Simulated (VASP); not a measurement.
# Si3Ge (I-42d) in VASP: single point with PBEsol

Aim: the single point of Si3Ge with PBEsol.

Everything below comes from runs of VASP 6.6.1. Logs are shortened: lines on timing, memory, paths and dates and some standing lists are left out, and cuts for length are marked.

## (1) The structure

Symmetry: I-42d, No. 122, tetragonal system. Conventional cell: a = 5.532 Å, b = 5.532 Å, c = 11.062 Å, α = 90.00°, β = 90.00°, γ = 90.00°. Around Si (site symmetry -4) lie 4 Si at 2.37 Å. Around Si (site symmetry 2) lie 2 Si at 2.37 Å and 2 Ge at 2.42 Å. Around Ge (site symmetry -4) lie 4 Si at 2.42 Å.

The cell was built by a generator and needn't be a form met in nature.

## (2) Single point, PBEsol

Contents of INCAR:

```
SYSTEM = Si3Ge
  PREC = Accurate
  ENCUT = 520
  EDIFF = 1E-6
  ISMEAR = 0
  SIGMA = 0.1
  LREAL = .False.
  LASPH = .True.
  NELM = 60
  ALGO = Normal
  ISIF = 2
  LWAVE = .False.
  LCHARG = .True.
  GGA = PS
  LVHAR = .True.
  NBANDS = 36
  KPAR = 4
```

Contents of KPOINTS:

```
regular mesh
0
Gamma
  8 8 8
  0 0 0
```

Contents of POSCAR:

```
Si3Ge
1.0
   -2.7657700000      2.7657700000      5.5308800000
    2.7657700000     -2.7657700000      5.5308800000
    2.7657700000      2.7657700000     -5.5308800000
Si Ge
6 2
Direct
    0.5000000000      0.5000000000      0.0000000000
    0.6168780000      0.6250000000      0.4918780000
    0.1331220000      0.1250000000      0.5081220000
    0.2500000000      0.7500000000      0.5000000000
    0.8750000000      0.3831220000      0.0081220000
    0.3750000000      0.8668780000      0.9918780000
    0.0000000000      0.0000000000      0.0000000000
    0.7500000000      0.2500000000      0.5000000000
```

Potentials or basis: VASP PAW PBE potentials, release 64 (Si, Ge_d).

Run with:

```sh
$ cat potpaw_PBE.64/Si/POTCAR potpaw_PBE.64/Ge_d/POTCAR > POTCAR
$ mpirun -np 4 vasp_std > vasp.out
```

OUTCAR:

```text
SYSTEM = Si3Ge
   PREC = Accurate
   ENCUT = 520
   EDIFF = 1E-6
   ISMEAR = 0
   LREAL = .False.
   LASPH = .True.
   NELM = 60
   ISIF = 2
   GGA = PS

 ion  position               nearest neighbor table
   1  0.500  0.500  0.000-   2 2.37   3 2.37   5 2.37   6 2.37
   2  0.617  0.625  0.492-   1 2.37   4 2.37   7 2.42   8 2.42
   3  0.133  0.125  0.508-   1 2.37   4 2.37   8 2.42   7 2.42
   4  0.250  0.750  0.500-   2 2.37   3 2.37   5 2.37   6 2.37
   5  0.875  0.383  0.008-   1 2.37   4 2.37   7 2.42   8 2.42
   6  0.375  0.867  0.992-   1 2.37   4 2.37   8 2.42   7 2.42
   7  0.000  0.000  0.000-   2 2.42   5 2.42   6 2.42   3 2.42
   8  0.750  0.250  0.500-   6 2.42   2 2.42   3 2.42   5 2.42

  LATTYP: Found a body centered tetragonal cell.
 ALAT       =     5.5315400000
 C/A-ratio  =     1.9997613684

  Lattice vectors:

 A1 = (  -2.7657700000,   2.7657700000,   5.5308800000)
 A2 = (   2.7657700000,  -2.7657700000,   5.5308800000)
 A3 = (   2.7657700000,   2.7657700000,  -5.5308800000)

Analysis of symmetry for initial positions (statically):
=====================================================================
 Subroutine PRICEL returns:
 Original cell was already a primitive cell.

 Routine SETGRP: Setting up the symmetry group for a
 body centered tetragonal supercell.

 Subroutine GETGRP returns: Found  8 space group operations
 (whereof  4 operations were pure point group operations)
 out of a pool of 16 trial point group operations.

The static configuration has the point symmetry S_4 .
 The point group associated with its full space group is D_2d.

Analysis of symmetry for dynamics (positions and initial velocities):
=====================================================================
 Subroutine PRICEL returns:
 Original cell was already a primitive cell.

 Routine SETGRP: Setting up the symmetry group for a
 body centered tetragonal supercell.

 Subroutine GETGRP returns: Found  8 space group operations
 (whereof  4 operations were pure point group operations)
 out of a pool of 16 trial point group operations.

The dynamic configuration has the point symmetry S_4 .
 The point group associated with its full space group is D_2d.

 Subroutine INISYM returns: Found  8 space group operations
 (whereof  4 operations are pure point group operations),
 and found     1 'primitive' translations

----------------------------------------------------------------------------------------

                                     Primitive cell

  volume of cell :     169.2335

  direct lattice vectors                    reciprocal lattice vectors
    -2.765770000  2.765770000  5.530880000     0.000000000  0.180781482  0.090401527
     2.765770000 -2.765770000  5.530880000     0.180781482  0.000000000  0.090401527
     2.765770000  2.765770000 -5.530880000     0.180781482  0.180781482  0.000000000

  length of vectors
     6.774186369  6.774186369  6.774186369     0.202124666  0.202124666  0.255663624

  position of ions in fractional coordinates (direct lattice)
     0.500000000  0.500000000  0.000000000
     0.616878000  0.625000000  0.491878000
     0.133122000  0.125000000  0.508122000
     0.250000000  0.750000000  0.500000000
     0.875000000  0.383122000  0.008122000
     0.375000000  0.866878000  0.991878000
     0.000000000  0.000000000  0.000000000
     0.750000000  0.250000000  0.500000000

  ion indices of the primitive-cell ions
   primitive index   ion index
                 1           1
                 2           2
                 3           3
                 4           4
                 5           5
                 6           6
                 7           7
                 8           8

----------------------------------------------------------------------------------------

 KPOINTS: regular mesh

Automatic generation of k-mesh.
 Grid dimensions read from file:
 generate k-points for:    8    8    8

 Generating k-lattice:

  Cartesian coordinates                     Fractional coordinates (reciprocal lattice)
     0.000000000  0.022597685  0.011300191     0.125000000  0.000000000  0.000000000
     0.022597685  0.000000000  0.011300191     0.000000000  0.125000000  0.000000000
     0.022597685  0.022597685  0.000000000     0.000000000  0.000000000  0.125000000

  Length of vectors
     0.025265583  0.025265583  0.031957953

  Shift w.r.t. Gamma in fractional coordinates (k-lattice)
     0.000000000  0.000000000  0.000000000

 Subroutine IBZKPT returns following result:
 ===========================================

 Found     59 irreducible k-points:

 Following reciprocal coordinates:
            Coordinates               Weight
  0.000000  0.000000  0.000000      1.000000
  0.125000  0.000000 -0.000000      8.000000
  0.250000  0.000000 -0.000000      8.000000
  0.375000  0.000000 -0.000000      8.000000
  0.500000  0.000000 -0.000000      4.000000
  0.125000  0.125000 -0.000000      8.000000
[... 16 lines left out ...]
  0.250000  0.125000  0.125000     16.000000
  0.375000  0.125000  0.125000      8.000000
 [... further k-points ...]
   k-points           NKPTS =     59   k-points in BZ     NKDIM =     59   number of bands    NBANDS=     36
   number of dos      NEDOS =    301   number of ions     NIONS =      8
   total plane-waves  NPLWV = 125000
   dimension x,y,z NGX =    50 NGY =   50 NGZ =   50
   dimension x,y,z NGXF=   100 NGYF=  100 NGZF=  100
   ions per type =               6   2
   NGX,Y,Z   is equivalent  to a cutoff of  12.27, 12.27, 12.27 a.u.
   NGXF,Y,Z  is equivalent  to a cutoff of  24.54, 24.54, 24.54 a.u.
 SYSTEM =  Si3Ge
   PREC   = accura    normal or accurate (medium, high low for compatibility)
   ISTART =      0    job   : 0-new  1-cont  2-samecut
   ICHARG =      2    charge: 1-file 2-atom 10-const
   ISPIN  =      1    spin polarized calculation?
   LNONCOLLINEAR =      F non collinear calculations
   LSORBIT =      F    spin-orbit coupling
   LASPH  =      T    aspherical Exc in radial PAW
   ENCUT  =  520.0 eV  38.22 Ry    6.18 a.u.  12.60 12.60 12.60*2*pi/ulx,y,z
   NELM   =     60;   NELMIN=  2; NELMDL= -5     # of ELM steps
   EDIFF  = 0.1E-05   stopping-criterion for ELM
   LREAL  =      F    real-space projection
   EDIFFG = 0.1E-04   stopping-criterion for IOM
   NSW    =      0    number of steps for IOM
   IBRION =     -1    ionic relax: 0-MD 1-quasi-New 2-CG
   NFREE  =      0    steps in history (QN), initial steepest desc. (CG)
   ISIF   =      2    stress and relaxation
   ISYM   =      2    0-nonsym 1-usesym 2-fastsym
   POTIM  = 0.5000    time-step for ionic-motion
   TEBEG  =    0.0;   TEEND  =   0.0 temperature during run
   PSTRESS=    0.0 pullay stress
   NELECT =      52.0000    total number of electrons
   NUPDOWN=      -1.0000    fix difference up-down
   EMIN   =  10.00;   EMAX   =-10.00  energy-range for DOS
   EFERMI =   0.00;   METHOD = LEGACY
   ISMEAR =     0;   SIGMA  =   0.10  broadening in eV -4-tet -1-fermi 0-gaus
   EFERMI_NEDOS =   21; number of points for ismear=-14 and -15
   IALGO  =     38    algorithm
   IMIX   =      4    mixing-type and parameters
     AMIX     =   0.40;   BMIX     =  1.00
     AMIX_MAG =   1.60;   BMIX_MAG =  1.00
  volume/ion in A,a.u.               =      21.15       142.76
  Fermi-wavevector in a.u.,A,eV,Ry     =   1.104707  2.087594 16.604249  1.220378
  Thomas-Fermi vector in A             =   2.241184
   LORBIT       =      0    0 simple, 1 ext, 2 COOP (PROOUT), +10 PAW based schemes
   GGA     = PS    functional components
   LHFCALC =     F    Hartree Fock is set to
   AEXX    =    0.0000 exact exchange contribution
   IVDW    =     0    specifies the selected vdW correction
   LEPSILON=     F    determine dielectric tensor
   LRPA    =     F    only Hartree local field effects (RPA)
 non-spin polarized calculation
 Gauss-broadening in eV      SIGMA  =   0.10
  energy-cutoff  :      520.00
  volume of cell :      169.23
 maximum number of plane-waves:      4586
   NGX = 25   NGY = 25   NGZ = 25

 number of electron      52.0000006 magnetization

 Free energy of the ion-electron system (eV)
  ---------------------------------------------------
  ext. energy  EPLUGINS =         0.00000000
  ---------------------------------------------------
  free energy    TOTEN  =       -44.27096021 eV

  energy without entropy =      -44.27095839  energy(sigma->0) =      -44.27095930

 E-fermi :   5.5410     XC(G=0):  -9.6225

 val. band max:        5.2995713828   @ k =   0.0000   0.0000   0.0000
 cond. band min:       5.7854466748   @ k =  -0.1250  -0.1250   0.1250
 fundamental gap:      0.4858752921
 Fermi energy:         5.5410093051

 k-point     1 :       0.0000    0.0000    0.0000
  band No.  band energies     occupation
      1     -18.8859      2.00000
      2     -18.8859      2.00000
      3     -18.8847      2.00000
      4     -18.8812      2.00000
      5     -18.8792      2.00000
      6     -18.8791      2.00000
[... 28 lines left out ...]
     35       9.6557      0.00000
     36       9.6638      0.00000

 k-point     2 :       0.1250    0.0000   -0.0000
  band No.  band energies     occupation
      1     -18.8861      2.00000
      2     -18.8857      2.00000
      3     -18.8846      2.00000
      4     -18.8813      2.00000
      5     -18.8794      2.00000
      6     -18.8790      2.00000
[... 28 lines left out ...]
     35       9.2551      0.00000
     36       9.6570      0.00000
[... 817 lines left out ...]
     35       9.9801      0.00000
     36      10.1929      0.00000

 k-point    24 :       0.3750    0.1250    0.1250
  band No.  band energies     occupation
      1     -18.8859      2.00000
      2     -18.8845      2.00000
      3     -18.8838      2.00000
      4     -18.8817      2.00000
      5     -18.8814      2.00000
      6     -18.8795      2.00000
[... 28 lines left out ...]
     35       9.6274      0.00000
     36       9.8599      0.00000

 [... further k-points ...]

------------------------ aborting loop because EDIFF is reached ----------------------------------------

  FORCE on cell =-STRESS in cart. coord.  units (eV):
  Direction    XX          YY          ZZ          XY          YZ          ZX
  --------------------------------------------------------------------------------------
  -------------------------------------------------------------------------------------
  Total       -2.1606500     -2.1606500     -2.1404862      0.0000000      0.0000000      0.0000000
  in kB      -20.4554320    -20.4554320    -20.2645357      0.0000000      0.0000000      0.0000000
  external PRESSURE =     -20.3917999 kB  Pullay stress =       0.0000000 kB

 VOLUME and BASIS-vectors are now :
 -----------------------------------------------------------------------------
  energy-cutoff  :      520.00
  volume of cell :      169.23
      direct lattice vectors                 reciprocal lattice vectors
    -2.765770000  2.765770000  5.530880000     0.000000000  0.180781482  0.090401527
     2.765770000 -2.765770000  5.530880000     0.180781482  0.000000000  0.090401527
     2.765770000  2.765770000 -5.530880000     0.180781482  0.180781482  0.000000000

 POSITION                                       TOTAL-FORCE (eV/Angst)
 -----------------------------------------------------------------------------------
      0.00000      0.00000      5.53088         0.000000      0.000000     -0.000000
      1.38288      1.33796      4.14816         0.000000      0.065335      0.000000
      1.38288      1.42781     -1.38272         0.000000     -0.065335      0.000000
      2.76577      0.00000      2.76544         0.000000     -0.000000     -0.000000
     -1.33796      1.38288      6.91360        -0.065335     -0.000000      0.000000
      4.10373      1.38288      1.38272         0.065335      0.000000      0.000000
      0.00000      0.00000      0.00000         0.000000      0.000000      0.000000
      0.00000      2.76577      2.76544         0.000000      0.000000      0.000000
 -----------------------------------------------------------------------------------
    total drift:                               -0.000006     -0.000006     -0.000003

  FREE ENERGIE OF THE ION-ELECTRON SYSTEM (eV)
  ---------------------------------------------------
  free  energy   TOTEN  =       -44.2709602095 eV

  energy  without entropy=      -44.2709583870  energy(sigma->0) =      -44.27095930
```

Run time: 67 s. Hardware: 4 MPI ranks of Intel Xeon 6975P-C (Granite Rapids), shared host; peak memory 0.52 GiB.

Results:

* Free energy: -44.2710 eV
* Pressure: -2.0 GPa
* Largest force: 0.065 eV/Å
* Band gap on the k mesh: 0.49 eV, indirect (least direct gap 0.55 eV)

Forces in eV/Å, atoms in the order of the input:
```
Si   0.000  0.000  0.000
Si   0.000  0.065  0.000
Si   0.000 -0.065  0.000
Si   0.000  0.000  0.000
Si  -0.065  0.000  0.000
Si   0.065  0.000  0.000
Ge   0.000  0.000  0.000
Ge   0.000  0.000  0.000
```

Caveat: the PAW data sets were made with another functional, which shifts forces and pressure a little. A k mesh can miss the band edges.
